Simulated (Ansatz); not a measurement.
# CdTe (F-43m) in Ansatz: further runs

The runs below take CdTe through Born charges and dielectric tensor, band structure, with r2SCAN, BPBE.

All numbers are computed with Ansatz 0.2.0; they aren't measurements. Logs are shortened: lines on timing, memory, paths and dates and some standing lists are left out, and cuts for length are marked.

**What was measured.**

A printed reference work, data compilation reports, for a bulk crystal of CdTe at 0 K: band gap 1.607 eV.

The runs below are set against these values where they give the same quantity.

### 1 The crystal as given

Symmetry: F-43m, No. 216, cubic system. Conventional cell: a = 6.410 Å, b = 6.410 Å, c = 6.410 Å, α = 90.00°, β = 90.00°, γ = 90.00°. Te (site symmetry -43m) is surrounded by 4 Cd at 2.78 Å. Cd (site symmetry -43m) is surrounded by 4 Te at 2.78 Å.

### 2 Born charges and dielectric tensor, r2SCAN

The input, input.yaml:

```yaml
crystal:
  lattice:
    - [0.0, 3.205, 3.205]
    - [3.205, 0.0, 3.205]
    - [3.205, 3.205, 0.0]
  atoms:
    - { symbol: Te, position: [0.75, 0.75, 0.75] }
    - { symbol: Cd, position: [0.0, 0.0, 0.0] }
hamiltonian:
  xc: r2scan
  pseudopotentials: { kind: paw }
kpoints:
  mp_grid: { grid: [7, 7, 7] }
scf:
  occupations: { method: fixed }
output:
  eigenvalues: true
dielectric:
  method: response
```

Potentials or basis: Ansatz PAW.

On the command line:

```bash
> ansatz run input.yaml --threads 2 --pin off --max-ram 5120MiB --backend cpu --events-out ev --progress --plain --runs-dir out
```

The program printed:

```text
Warning: RAYON_NUM_THREADS=2 ignored (pool sized by the plan → 2); use --threads N
Engine: ansatz 0.2.0, aarch64-unknown-linux-gnu
Pseudopotentials: kind: paw
Pseudopotential: Te, paw, valence charge 16, recommended cutoff 500 eV (meta_gga), Te.paw.azcp
Pseudopotential: Cd, paw, valence charge 20, recommended cutoff 500 eV (meta_gga), Cd.paw.azcp
Functional definition: r2SCAN
  parameter k0 = 0.174
  parameter k1 = 0.065
  parameter a1 = 4.9479
  exchange = r2scan_x(k0 = k0, k1 = k1, a1 = a1)
  correlation = r2scan_c
Crystal: 2 atoms, lattice volume = 65.844 Å³
Basis set: ecut = 500 eV, 1687 PW (Γ), exchange–correlation on 144×144×144 points (64 copies of the dense FFT grid, shifted against one another)
Bands: 22, of which v1, the nominal top of the filled ones, is band 18 counted from 1 (17 counted from 0)
Symmetry: 24 space group operations
k-points: 64 of 343 (irreducible under 4 space group operations, time reversal used)
Non-local potential: Te, projectors of the file, l = 0: 2, l = 1: 2, l = 2: 2, l = 3: 2
Non-local potential: Cd, projectors of the file, l = 0: 3, l = 1: 2, l = 2: 2, l = 3: 1
PAW form: soft (Blöchl's): semilocal exchange-correlation on the pseudo side does not see the compensation charge
PAW frozen core: Te, regenerated for the run's functional (the file was generated under x = pbe(κ = 0.804, μ = 0.2195149727645171), c = pbe(β = 0.06672455060314922))
PAW frozen core: Cd, regenerated for the run's functional (the file was generated under x = pbe(κ = 0.804, μ = 0.2195149727645171), c = pbe(β = 0.06672455060314922))
PAW one-centre angular grid: Te, 590 points (default); XC on 160 Gauss nodes
PAW one-centre angular grid: Cd, 590 points (default); XC on 160 Gauss nodes
Initial density: superposition of atomic densities (neutral atoms: chi_scale 0, normalization atom), corrected by the library's trained network
Initial wavefunctions: pseudopotential atomic-orbital guess
Functional: x = r2scan, c = r2scan; τ floored in thin density (d = 2e-4 eV/Å³)
SCF iter   1: F=—  HF=-15264.087050 eV  |F-HF|=—  |Δ(HF+E_count)|=         —  Δρ=4.52e-3  dr2=8.42e-3  dr2_τ=1.09e-2  ethr=1.77e-3  ⟨swp⟩=5.0  Hψ=5548  notcnv=0  defer=122
preconditioner: auto → none  [insulator: Δε(μ)=1.338 eV  Ē_g=12.215 eV  n_scr=14 (ndim 8)  ℏωp=19.4 eV  f_vac=0.180  ε∞_Penn≈3.5]
SCF iter   2: F=—  HF=-15264.094484 eV  |F-HF|=—  |Δ(HF+E_count)|=   7.43e-3  Δρ=2.32e-3  dr2=1.49e-3  dr2_τ=3.35e-4  ethr=2.34e-5  ⟨swp⟩=4.0  Hψ=3370  notcnv=0  defer=122
SCF iter   3: F=—  HF=-15264.095026 eV  |F-HF|=—  |Δ(HF+E_count)|=   5.42e-4  Δρ=1.11e-3  dr2=3.70e-4  dr2_τ=4.82e-5  ethr=4.15e-6  ⟨swp⟩=2.0  Hψ=2054  notcnv=0  defer=122
SCF iter   4: F=—  HF=-15264.095233 eV  |F-HF|=—  |Δ(HF+E_count)|=   2.07e-4  Δρ=1.09e-4  dr2=7.30e-6  dr2_τ=4.11e-7  ethr=1.03e-6  ⟨swp⟩=2.0  Hψ=2694  notcnv=0  defer=122
SCF iter   5: F=—  HF=-15264.095212 eV  |F-HF|=—  |Δ(HF+E_count)|=   2.17e-5  Δρ=2.86e-5  dr2=2.03e-7  dr2_τ=2.02e-8  ethr=2.03e-8  ⟨swp⟩=2.0  Hψ=2309  notcnv=0  defer=80
SCF iter   6: F=—  HF=-15264.095221 eV  |F-HF|=—  |Δ(HF+E_count)|=   8.78e-6  Δρ=4.82e-6  dr2=5.93e-9  dr2_τ=1.13e-9  ethr=5.63e-10  ⟨swp⟩=2.1  Hψ=2502  notcnv=0
SCF iter   7: F=—  HF=-15264.095221 eV  |F-HF|=—  |Δ(HF+E_count)|=   7.24e-9  Δρ=7.87e-7  dr2=1.62e-10  dr2_τ=2.28e-11  ethr=1.65e-11  ⟨swp⟩=3.0  Hψ=2560  notcnv=0
SCF iter   8: F=-15264.095221 eV  HF=-15264.095221 eV  |F-HF|=1.82e-12  |Δ(HF+E_count)|=  1.24e-10  Δρ=8.07e-8  dr2=2.15e-12  dr2_τ=4.57e-13  ethr=1.00e-12  ⟨swp⟩=5.1  Hψ=5080  notcnv=0
SCF 1 converged in 8 iterations: F = -15264.095221 eV  dr2 = 2.15e-12
NSCF: frozen V_eff on 6 k-points
DFPT response loops at Γ: preconditioner auto → none (the input reference at scf.mixing.eps_inf says where Resta's filter doesn't serve); β = 0.50; Broyden in place of MSR1
── the response to a field inside a basis, on 10×10×10 k-points: an SCF that follows is theirs, and a resumed run solves both again ──
Bands: 19, of which v1, the nominal top of the filled ones, is band 18 counted from 1 (17 counted from 0)
k-points: 110
Initial density: handed on by an earlier stage of this run
Initial wavefunctions: pseudopotential atomic-orbital guess (no wavefunctions were taken with the density)
Eigensolver: Dense (110 Hₖ)
SCF iter   1: F=—  HF=-15264.090997 eV  |F-HF|=—  |Δ(HF+E_count)|=         —  Δρ=1.62e-4  dr2=6.17e-6  dr2_τ=1.36e-5  ethr=1.00e-1
preconditioner: auto → none  [insulator: Δε(μ)=1.491 eV  Ē_g=10.074 eV  n_scr=14 (ndim 8)  ℏωp=19.4 eV  f_vac=0.177  ε∞_Penn≈4.7]
SCF iter   2: F=—  HF=-15264.091004 eV  |F-HF|=—  |Δ(HF+E_count)|=   6.55e-6  Δρ=7.73e-5  dr2=8.81e-7  dr2_τ=3.25e-7  ethr=1.71e-8
SCF iter   3: F=—  HF=-15264.091005 eV  |F-HF|=—  |Δ(HF+E_count)|=   1.86e-6  Δρ=2.66e-5  dr2=1.69e-7  dr2_τ=3.60e-8  ethr=2.45e-9
SCF iter   4: F=-15264.091006 eV  HF=-15264.091006 eV  |F-HF|=7.83e-9  |Δ(HF+E_count)|=   1.19e-7  Δρ=5.01e-6  dr2=6.35e-9  dr2_τ=1.10e-9  ethr=4.71e-10
SCF 1 converged in 4 iterations: F = -15264.091006 eV  dr2 = 6.35e-9
DFPT response loops at Γ: mixed as the last ones told, above
SCF converged after 8 iterations
Free energy (F): -15264.095221 eV
Harris-Foulkes:  -15264.095221 eV  (|F-HF|=1.82e-12)
Internal energy: -15264.095221 eV  (E = F + TS)
E sigma→0 (E₀):  -15264.095221 eV
Fermi energy:    7.690440 eV
--- Per-component energies (eV) ---
  E_band       = -813.383648
  E_kinetic    = 686.731427
  E_local      = -5349.284931  (includes V_loc(G=0)·N_el)
  E_nonlocal   = -275.763223
  E_hartree    = 2706.093886
  E_xc         = -284.100366
  E_vxc        = -358.519781  (∫ρ·V_xc dr)
  E_paw        = -8792.746766  (= ΣΔE_a)
  E_vpaw       = -952.989279  (= ΣTr[D̂ρ^β])
  E_aug_tail   = -0.000031  (compensation charges beyond the density's cutoff)
  E_vtau       = 24.254405  (kinetic-family band-sum trace: ∫τ·v_τ [+ j·A + Jᵃ·Aᵃ] dr)
  E_ewald      = -3954.745301
  E_core_change = -0.279915  (= ΣΔE_core)
  E_smearing   = -0.000000  (= −TS)
  E_closure    = -0.000000  (closes the sum)
  Σ components = -15264.095221   (vs F -15264.095221, Δ=0.00e0)
--- Band table (eV; the first three rows and the last of 64) ---
  k-point 0: bands = ["-97.3310", "-57.4830", "-57.4830", "-57.4830", "-29.1605", "-29.1605", "-29.1605", "-29.1476", "-29.1476", "-4.0335", "-1.0194", "-1.0194", "-1.0194", "-0.7122", "-0.7122", "7.6904", "7.6904", "7.6904", "9.0773", "12.7181", "12.7181", "12.7181"]
  k-point 1: bands = ["-97.3310", "-57.4830", "-57.4830", "-57.4830", "-29.1605", "-29.1604", "-29.1604", "-29.1476", "-29.1476", "-3.9500", "-1.0030", "-1.0030", "-0.9512", "-0.7134", "-0.7134", "6.2804", "7.5022", "7.5022", "9.9725", "12.7444", "13.0020", "13.0020"]
  k-point 2: bands = ["-97.3310", "-57.4830", "-57.4830", "-57.4830", "-29.1606", "-29.1602", "-29.1602", "-29.1475", "-29.1475", "-3.7624", "-0.9696", "-0.9696", "-0.7169", "-0.7114", "-0.7114", "4.4640", "7.1381", "7.1381", "10.1549", "13.3347", "13.3347", "13.9421"]
  k-point 63: bands = ["-97.3310", "-57.4831", "-57.4830", "-57.4830", "-29.1604", "-29.1603", "-29.1600", "-29.1474", "-29.1473", "-3.5433", "-0.9124", "-0.9053", "-0.7261", "-0.7164", "-0.2590", "3.5570", "5.0786", "6.5742", "11.2931", "13.3083", "14.4273", "14.4320"]
--- Dielectric response (ions clamped): 3 representative field directions + reference, inside a basis on a mesh of 1000 k-points (Σ response iterations 18) ---
  ε∞ (high-frequency dielectric tensor):
        7.401835    -0.000000     0.000000
       -0.000000     7.401835     0.000000
        0.000000     0.000000     7.401835
  Born effective charges Z* (e; rows j = field, columns β = displacement):
    site 0:
        -2.12945    0.00000   -0.00000
         0.00000   -2.12945    0.00000
         0.00000   -0.00000   -2.12945
    site 1:
         2.12945   -0.00000    0.00000
        -0.00000    2.12945   -0.00000
        -0.00000    0.00000    2.12945
  Z* charge neutrality: 1.001e-3 e pre-enforcement
  solved inside a basis spanned on kpoints, on 10×10×10 k-points transformed towards the longest dipole: ε∞ is read to err by 2.2e-2, Z* by 2.2e-2 e (field_mesh: kpoints solves on kpoints); Z* is corrected for what the basis lacks
```

Run time: 2.6 min. Hardware: 2 threads of Arm Neoverse V1, shared host; peak memory 1.3 GiB.

What came out:

| Item | Value |
| --- | --- |
| Free energy | -15264.0952 eV |
| Band gap on the k mesh | 1.39 eV, direct |
| Electronic dielectric tensor (diagonal) | 7.40 |
| Born charges (mean of the diagonal) | Te -2.13; Cd +2.13 e |

Levels at points of the mesh, in eV from the valence-band top:
```tsv
k point	band 16	band 17	band 18	band 19	band 20	band 21
(0.00, 0.00, 0.00)	0.00	0.00	0.00	1.39	5.03	5.03
```

Electronic dielectric tensor:
```
7.40 0.00 0.00
0.00 7.40 0.00
0.00 0.00 7.40
```

Born effective charge tensors (e):
atom 1, Te
```
-2.13  0.00  0.00
 0.00 -2.13  0.00
 0.00  0.00 -2.13
```
atom 2, Cd
```
2.13 0.00 0.00
0.00 2.13 0.00
0.00 0.00 2.13
```

Caveat: odd divisions of the mesh miss points on the zone boundary, where band edges often lie, so the gap on the mesh can be too wide; spin-orbit coupling is left out, which moves the levels of the heavy elements; the PAW data sets come from PBE, with cores solved anew for the run's functional, which leaves a small shift of forces and pressure.

### 3 Band structure, BPBE

The input, input.yaml:

```yaml
crystal:
  lattice:
    - [0.0, 3.205, 3.205]
    - [3.205, 0.0, 3.205]
    - [3.205, 3.205, 0.0]
  atoms:
    - { symbol: Te, position: [0.75, 0.75, 0.75] }
    - { symbol: Cd, position: [0.0, 0.0, 0.0] }
hamiltonian:
  xc: { exchange: b88, correlation: pbe }
  pseudopotentials: { kind: paw }
kpoints:
  mp_grid: { grid: [7, 7, 7] }
  band_path:
    path:
      - [[0.0, 0.0, 0.0], [0.5, 0.0, 0.5], [0.5, 0.25, 0.75], [0.375, 0.375, 0.75], [0.0, 0.0, 0.0], [0.5, 0.5, 0.5], [0.625, 0.25, 0.625], [0.5, 0.25, 0.75], [0.5, 0.5, 0.5], [0.375, 0.375, 0.75]]
      - [[0.625, 0.25, 0.625], [0.5, 0.0, 0.5]]
    npoints: 14
scf:
  occupations: { method: fermi_dirac, width: 0.05 }
  n_extra_bands: 6
output:
  forces: true
  stress: true
  eigenvalues: true
  fatbands: true
  write_density: true
  write_potential: true
  elf: true
  volumetric_format: npy
```

Potentials or basis: Ansatz PAW.

On the command line:

```bash
> ansatz run input.yaml --threads 2 --pin off --max-ram 5120MiB --backend cpu --events-out ev --progress --plain --runs-dir out
```

The program printed:

```text
Warning: RAYON_NUM_THREADS=2 ignored (pool sized by the plan → 2); use --threads N
scf.n_extra_bands = 6 over 18 filled bands (N_el = 36.0): the run solves 24 bands
Engine: ansatz 0.2.0, aarch64-unknown-linux-gnu
Pseudopotentials: kind: paw
Pseudopotential: Te, paw, valence charge 16, recommended cutoff 420 eV (normal), Te.paw.azcp
Pseudopotential: Cd, paw, valence charge 20, recommended cutoff 420 eV (normal), Cd.paw.azcp
Functional definition: unnamed
  exchange = b88_x
  correlation = pbe_c
Crystal: 2 atoms, lattice volume = 65.844 Å³
Basis set: ecut = 420 eV, 1243 PW (Γ), exchange–correlation on 64×64×64 points (8 copies of the dense FFT grid, shifted against one another)
Bands: 24, of which v1, the nominal top of the filled ones, is band 18 counted from 1 (17 counted from 0)
Symmetry: 24 space group operations
Space group: F-43m (ITA 216), of the structure as read, at distance tolerance 4.0e-5 Å
k-points: 20 of 343 (time reversal used)
Non-local potential: Te, projectors of the file, l = 0: 2, l = 1: 2, l = 2: 2, l = 3: 2
Non-local potential: Cd, projectors of the file, l = 0: 3, l = 1: 2, l = 2: 2, l = 3: 1
PAW form: soft (Blöchl's): semilocal exchange-correlation on the pseudo side does not see the compensation charge
PAW frozen core: Te, regenerated for the run's functional, and the local potential with it (the file was generated under x = pbe(κ = 0.804, μ = 0.2195149727645171), c = pbe(β = 0.06672455060314922))
PAW frozen core: Cd, regenerated for the run's functional, and the local potential with it (the file was generated under x = pbe(κ = 0.804, μ = 0.2195149727645171), c = pbe(β = 0.06672455060314922))
PAW one-centre angular grid: Te, 590 points (default); XC on 64 Gauss nodes
PAW one-centre angular grid: Cd, 590 points (default); XC on 64 Gauss nodes
Initial density: superposition of atomic densities (neutral atoms: chi_scale 0, normalization atom), corrected by the library's trained network
Initial wavefunctions: pseudopotential atomic-orbital guess
Functional: x = b88, c = pbe(β = 0.06672455060314922)
SCF iter   1: F=—  HF=-15275.388529 eV  |F-HF|=—  |Δ(HF+E_count)|=         —  Δρ=1.63e-3  dr2=2.09e-3  ethr=1.77e-3  ⟨swp⟩=6.1  Hψ=2302  notcnv=0  defer=5
preconditioner: auto → none  [insulator: Δε(μ)=0.857 eV  Ē_g=12.961 eV  σ=0.050 eV  W_gap=1.00  n_scr=14 (ndim 8)  ℏωp=19.4 eV  f_vac=0.179  D(μ)=0.00/eV (n_scr^D=0)  ε∞_Penn≈3.2]
SCF iter   2: F=—  HF=-15275.388234 eV  |F-HF|=—  |Δ(HF+E_count)|=   2.95e-4  Δρ=7.26e-4  dr2=2.89e-4  ethr=5.80e-6  ⟨swp⟩=3.0  Hψ=1120  notcnv=0  defer=18
SCF iter   3: F=—  HF=-15275.388242 eV  |F-HF|=—  |Δ(HF+E_count)|=   7.25e-6  Δρ=2.80e-4  dr2=3.39e-5  ethr=8.04e-7  ⟨swp⟩=2.0  Hψ=609  notcnv=0  defer=18
SCF iter   4: F=—  HF=-15275.388297 eV  |F-HF|=—  |Δ(HF+E_count)|=   5.50e-5  Δρ=7.73e-5  dr2=2.78e-6  ethr=9.41e-8  ⟨swp⟩=2.0  Hψ=632  notcnv=0  defer=18
iter 5 did not close the SCF: its close was put off for the readings that it lacked (scf_convergence_deferred on its scf_iter line)
SCF iter   5: F=-15275.388304 eV  HF=-15275.388303 eV  |F-HF|=2.29e-7  |Δ(HF+E_count)|=   6.97e-6  Δρ=1.01e-5  dr2=6.05e-8  ethr=7.72e-9  ⟨swp⟩=2.0  Hψ=632  notcnv=0  defer=18
SCF iter   6: F=-15275.388304 eV  HF=-15275.388304 eV  |F-HF|=3.72e-9  |Δ(HF+E_count)|=   2.82e-7  Δρ=1.98e-6  dr2=3.32e-9  ethr=1.68e-10  ⟨swp⟩=11.0  Hψ=3359  notcnv=0
SCF 1 converged in 6 iterations: F = -15275.388304 eV  dr2 = 3.32e-9
NSCF: frozen V_eff on 142 k-points
SCF converged after 6 iterations
Free energy (F): -15275.388304 eV
Harris-Foulkes:  -15275.388304 eV  (|F-HF|=3.72e-9)
Internal energy: -15275.388302 eV  (E = F + TS)
E sigma→0 (E₀):  -15275.388303 eV
Entropy (-TS):   -0.000002 eV (-0.001 meV/atom)
Fermi energy:    8.352981 eV
--- Per-component energies (eV) ---
  E_band       = -777.930367
  E_kinetic    = 686.629911
  E_local      = -5349.122303  (includes V_loc(G=0)·N_el)
  E_nonlocal   = -275.524642
  E_hartree    = 2705.101357
  E_xc         = -302.737893
  E_vxc        = -327.541551  (∫ρ·V_xc dr)
  E_paw        = -8784.870347  (= ΣΔE_a)
  E_vpaw       = -922.577510  (= ΣTr[D̂ρ^β])
  E_aug_tail   = -0.000209  (compensation charges beyond the density's cutoff)
  E_ewald      = -3954.745301
  E_core_change = -0.118874  (= ΣΔE_core)
  E_smearing   = -0.000002  (= −TS)
  E_closure    = 0.000000  (closes the sum)
  Σ components = -15275.388304   (vs F -15275.388304, Δ=0.00e0)
--- Forces (eV/Å), atoms counted from 1 ---
  atom   1  Te     0.00000000     0.00000000     0.00000000
  atom   2  Cd    -0.00000000     0.00000000     0.00000000
  max |Σ_I F_I| component: 1.41e-16 eV/Å
--- Stress (GPa, compression-positive) ---
        4.125156       0.000000       0.000000
        0.000000       4.125156       0.000000
       -0.000000       0.000000       4.125156
  P = ⅓ Tr σ = 4.1252 GPa (41.252 kbar)
--- Band table (eV; the first three rows and the last of 20) ---
  k-point 0: bands = ["-94.3228", "-55.3848", "-55.3848", "-55.3848", "-28.2033", "-28.2033", "-28.2033", "-28.1936", "-28.1936", "-3.4859", "-0.5147", "-0.5147", "-0.5147", "-0.2288", "-0.2288", "7.8894", "7.8894", "7.8894", "8.7547", "12.4957", "12.4957", "12.4957", "15.4195", "17.4419"]
  k-point 1: bands = ["-94.3228", "-55.3848", "-55.3848", "-55.3848", "-28.2034", "-28.2033", "-28.2033", "-28.1936", "-28.1936", "-3.4053", "-0.4992", "-0.4992", "-0.4523", "-0.2300", "-0.2300", "6.4178", "7.7033", "7.7033", "9.7224", "12.5477", "12.7725", "12.7725", "16.2949", "16.5489"]
  k-point 2: bands = ["-94.3228", "-55.3849", "-55.3848", "-55.3848", "-28.2034", "-28.2031", "-28.2031", "-28.1936", "-28.1936", "-3.2237", "-0.4678", "-0.4678", "-0.2358", "-0.2282", "-0.2282", "4.6756", "7.3467", "7.3467", "9.9133", "13.1153", "13.1153", "13.7225", "16.0869", "16.5634"]
  k-point 19: bands = ["-94.3228", "-55.3849", "-55.3848", "-55.3848", "-28.2035", "-28.2031", "-28.2027", "-28.1936", "-28.1933", "-2.9417", "-0.3891", "-0.3731", "-0.2634", "-0.2261", "0.3645", "3.5633", "5.2440", "5.9678", "11.6197", "12.7559", "13.8627", "14.6705", "16.8836", "18.2115"]
```

bands.tsv:

```text
# k_distance	band_0	band_1	band_2	band_3	band_4	band_5	band_6	band_7	band_8	band_9	band_10	band_11	band_12	band_13	band_14	band_15	band_16	band_17	band_18	band_19	band_20	band_21	band_22	band_23
[... 160 lines left out ...]
6.267447	-102.675770	-63.737872	-63.737812	-63.737812	-36.556986	-36.555630	-36.555629	-36.546770	-36.546084	-11.283145	-8.702373	-8.686754	-8.685841	-8.548948	-8.053718	-4.922520	-2.441473	-2.432126	2.111160	2.225738	8.511493	8.826652	8.859600	10.525830
6.292201	-102.675770	-63.737872	-63.737812	-63.737812	-36.556988	-36.555629	-36.555629	-36.546770	-36.546083	-11.283133	-8.701634	-8.686605	-8.686605	-8.548830	-8.054322	-4.923191	-2.433946	-2.433946	2.103483	2.217706	8.546329	8.847128	8.847128	10.516909
```

Wall time 10 s (2 threads of Arm Neoverse V1, shared host); peak memory 0.39 GiB.

Results:

- Free energy: -15275.3883 eV
- Pressure: 4.1 GPa
- Band gap on the k mesh: 0.87 eV, direct
- Band gap along the path: 0.87 eV, direct

Levels at the corners of the path, in eV from the valence-band top:
```csv
point,band 16,band 17,band 18,band 19,band 20,band 21
Γ,0.00,0.00,0.00,0.87,4.61,4.61
X,-4.46,-1.97,-1.97,2.57,2.68,9.01
W,-4.34,-2.44,-2.33,4.36,4.70,5.62
K,-4.36,-2.69,-1.63,2.90,4.58,7.44
Γ,0.00,0.00,0.00,0.87,4.61,4.61
L,-4.60,-0.82,-0.82,1.86,5.21,5.21
U,-4.36,-2.69,-1.63,2.90,4.58,7.44
W,-4.34,-2.44,-2.33,4.36,4.70,5.62
L,-4.60,-0.82,-0.82,1.86,5.21,5.21
K,-4.36,-2.69,-1.63,2.90,4.58,7.44
U,-4.36,-2.69,-1.63,2.90,4.58,7.44
X,-4.46,-1.97,-1.97,2.57,2.68,9.01
```

Caveat: spin-orbit coupling is left out, which moves the levels of the heavy elements; the PAW data sets come from PBE, with cores solved anew for the run's functional, which leaves a small shift of forces and pressure.

### 4 How close it comes

Step 2. Measured gap of CdTe: 1.607 eV (0 K; a printed reference work, data compilation). This calculation gives 1.39 eV (-0.22 eV). Spin-orbit coupling on Cd, Te is left out. The value is that of r2SCAN, without temperature or zero-point motion.

Step 3. A measured gap of CdTe is 1.607 eV (0 K; a printed reference work, data compilation); the calculated 0.87 eV misses it by -0.74 eV. Spin-orbit coupling on Cd, Te is left out. The value is that of BPBE, without temperature or zero-point motion.
